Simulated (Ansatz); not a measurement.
# How settings move the G0W0 gap of TlCl (CsCl type)

TlCl built on the CsCl prototype, relaxed with r2SCAN; one-shot G0W0 in Ansatz without spin-orbit coupling. No spin polarisation and no zero-point or thermal motion.

```yaml
crystal:
  lattice:
    - [3.83883, 0.00000, 0.00000]
    - [0.00000, 3.83883, 0.00000]
    - [0.00000, 0.00000, 3.83883]
  atoms:
    - { symbol: Tl, position: [0.00000, 0.00000, 0.00000] }
    - { symbol: Cl, position: [0.50000, 0.50000, 0.50000] }
```

Gaps are read over the mesh points alone. G0W0 here is at a finite number of bands, screening cutoff and k mesh, not at the basis limit.
```
 start       potentials      frequency model   mesh  empty bands  screening cutoff (eV)  Kohn-Sham gap (eV)  G0W0 gap (eV)        rough cost
   PBE              PAW  contour deformation  4×4×4           91                     80                2.08           3.03   12 core-seconds
   PBE              PAW  contour deformation  4×4×4          212                    140                2.08           3.19   50 core-seconds
   PBE              PAW  contour deformation  4×4×4          390                    210                2.08           3.29    3 core-minutes
 HSE06              PAW  contour deformation  4×4×4          212                    140                2.85           3.65  2.4 core-minutes
   LDA              PAW  contour deformation  4×4×4          212                    140                1.87           3.13   50 core-seconds
r2SCAN              PAW  contour deformation  4×4×4          212                    140                2.50           3.51   50 core-seconds
   PBE              PAW     Godby-Needs pole  4×4×4          212                    140                2.08           3.18   50 core-seconds
   PBE              PAW  contour deformation  6×6×6           91                     80                2.08           3.06   60 core-seconds
   PBE  norm-conserving  contour deformation  4×4×4          212                    140                2.09           3.18   80 core-seconds
```

Over the mesh points the PBE gap of 2.08 eV becomes a quasiparticle gap of 3.29 eV (direct at X), a change of +1.21 eV. Renormalisation factors Z lie between 0.71 and 0.81.

Raising bands and cutoff together moves the gap by +0.16 eV (80 to 140 eV), then +0.10 eV (140 to 210 eV); the last step is still large, so the basis limit isn't reached. Starting from HSE06 (2.85 eV against PBE's 2.08 eV) gives 3.65 eV, +0.46 eV from G0W0@PBE at the same screening cutoff. Starting from LDA (1.87 eV against PBE's 2.08 eV) gives 3.13 eV, -0.06 eV from G0W0@PBE at the same screening cutoff. Starting from r2SCAN (2.50 eV against PBE's 2.08 eV) gives 3.51 eV, +0.32 eV from G0W0@PBE at the same screening cutoff. The Godby-Needs plasmon pole differs from contour deformation by -0.01 eV. A 6×6×6 mesh in place of 4×4×4 changes the opening over PBE by +0.03 eV (the gap on the mesh by +0.03 eV). Norm-conserving potentials (wave cutoff 820 eV against 420 eV) shift the quasiparticle gap by -0.01 eV and the PBE gap by +0.01 eV. r2SCAN runs take a wave cutoff of 500 eV.

With a shallow d shell on the cation, G0W0 converges slowly in bands and cutoff, so these values are in doubt.
